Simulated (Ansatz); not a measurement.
# Nb, hcp: how the functional moves the structure

All rows: Ansatz, plane waves with scalar-relativistic PAW, 420 eV (500 eV for the SCAN forms), relaxed under each functional, no dispersion correction, no zero-point motion. B₀ comes from uniform scaling at fixed shape; a dash is a value not given.

```csv
functional,V (Å³/atom),cell,B₀ (GPa),magnetic state,ΔE to bcc (meV/atom)
PBE,18.70,"a = 2.870 Å, c = 5.242 Å (c/a = 1.826)",162,spin not included,295
r²SCAN,18.59,"a = 2.861 Å, c = 5.244 Å (c/a = 1.833)",166,spin not included,310
PBEsol,18.06,"a = 2.836 Å, c = 5.186 Å (c/a = 1.829)",173,spin not included,312
LDA,17.66,"a = 2.812 Å, c = 5.161 Å (c/a = 1.835)",182,spin not included,320
RPBE,19.03,"a = 2.887 Å, c = 5.271 Å (c/a = 1.826)",154,spin not included,287
BLYP,19.44,"a = 2.896 Å, c = 5.355 Å (c/a = 1.849)",148,spin not included,266
```

(1) What does revPBE give?

Results:

(1) V (Å³/atom): 18.93; cell: a = 2.882 Å, c = 5.264 Å (c/a = 1.826); B₀ (GPa): 156; magnetic state: spin not included; ΔE to bcc (meV/atom): 290.
